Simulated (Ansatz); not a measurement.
## Bi under changes of volume

One of the cells (34.327 Å³/atom); the others are scaled copies at fixed shape and fractional positions:

```
Bi
1.0
     4.65841    0.00000    0.00000
     0.00000    4.52639    0.00000
    -0.34597    0.00000    6.51195
Bi
4
Cartesian
  0.9120 1.1316 4.8757
  3.4005 3.3948 1.6362
  1.0780 1.1316 1.6207
  3.2345 3.3948 4.8913
```

```yaml
Program: Ansatz 0.2.0
Functional: PBEsol
Potentials_or_basis: Ansatz PAW
Cutoff: "420 eV (not typed: the program's choice for these potentials)"
k_mesh: 6 × 6 × 4
Occupations: fermi-dirac, width 0.05 eV
Spin: no spin polarisation
```

```csv
volume (Å³/atom),energy over the lowest point (meV/atom),pressure (GPa),largest force (eV/Å)
32.268,6.53,2.0,0.010
32.954,0.72,0.7,0.006
33.641,0.00,-0.4,0.004
34.327,3.82,-1.4,0.003
35.014,11.67,-2.3,0.004
35.700,?,?,?
36.387,37.76,-3.7,0.008
```

What does the run at 35.700 Å³/atom give?

Energy over the lowest point 23.12 meV/atom; pressure -3.0 GPa; largest force 0.006 eV/Å.

Worked out: A Birch-Murnaghan fit of order 3 (a polynomial in V^(-2/3)) to the other rows has its minimum at 33.40 Å³/atom with B0 = V·E''(V) = 54 GPa and B' = 4.7 at fixed shape and positions, which overstates the stiffness. It gives 23.11 meV/atom at 35.700 Å³/atom, against the run's 23.12, and -dE/dV = -3.1 GPa, against -3.0.

Energies are extrapolated to zero smearing.

Caveats: the PAW data sets come from PBE, with cores solved anew for the run's functional, which leaves a small shift of forces and pressure.
